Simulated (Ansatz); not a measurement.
# Ge: the cost of one run

Computed with Ansatz 0.2.0 (DFT PBE, scalar-relativistic, unless a step's input says otherwise).

### 1 The structure to begin with

It takes space group Fd-3m (No. 227, cubic). Conventional cell: a = 5.658 Å, b = 5.658 Å, c = 5.658 Å, α = 90.00°, β = 90.00°, γ = 90.00°. Ge (site symmetry -43m) is surrounded by 4 Ge at 2.45 Å.

Structure file:

```cif
data_structure
_symmetry_space_group_name_H-M 'P 1'
_symmetry_Int_Tables_number 1
_cell_length_a 4.0005
_cell_length_b 4.0005
_cell_length_c 4.0005
_cell_angle_alpha 60.000
_cell_angle_beta 60.000
_cell_angle_gamma 60.000
_cell_volume 45.27
loop_
_atom_site_label
_atom_site_type_symbol
_atom_site_fract_x
_atom_site_fract_y
_atom_site_fract_z
_atom_site_occupancy
Ge1 Ge 0.50000 0.50000 0.50000 1
Ge2 Ge 0.75000 0.75000 0.75000 1
```

Atoms are numbered in the order of the input: Ge1, Ge2.

### 2 The deformed structure

Space group Fd-3m before, I4_1/amd after.

### 3 LAPW, all electrons

The input, input.yaml:

```yaml
crystal:
  lattice:
    - [0.0, 2.82877, 2.8004823]
    - [2.82877, 0.0, 2.8004823]
    - [2.82877, 2.82877, 0.0]
  atoms:
    - { symbol: Ge, position: [0.5, 0.5, 0.5] }
    - { symbol: Ge, position: [0.75, 0.75, 0.75] }
kpoints:
  mp_grid: { grid: [10, 10, 10] }
  band_path:
    path:
      - [0.0, 0.0, 0.0]
      - [0.0, 0.5, 0.5]
      - [0.25, 0.75, 0.5]
      - [0.0, 0.5, 0.0]
      - [0.0, 0.0, 0.0]
      - [0.5, 0.5, 0.0]
      - [0.3775380063, 0.6224619937, 0.0]
      - [-0.3775380063, 0.3775380063, 0.0]
      - [0.0, 0.0, 0.0]
    npoints: 5
scf:
  occupations: { method: fermi_dirac, width: 0.05 }
hamiltonian:
  xc: pbe
  pseudopotentials: { kind: all_electron, lapw: { basis_error: 0.00025 } }
output:
  forces: true
  stress: true
  eigenvalues: true
```

Started as:

```sh
$ ansatz run input.yaml --threads 1 --pin off --max-ram 3072MiB --backend cpu --events-out ev --progress --plain --runs-dir out
```

**Question.** How long does this run take on 1 thread of Arm Neoverse V2, shared host, and how much memory does it need?

About 47 s, with a peak of 0.57 GiB.
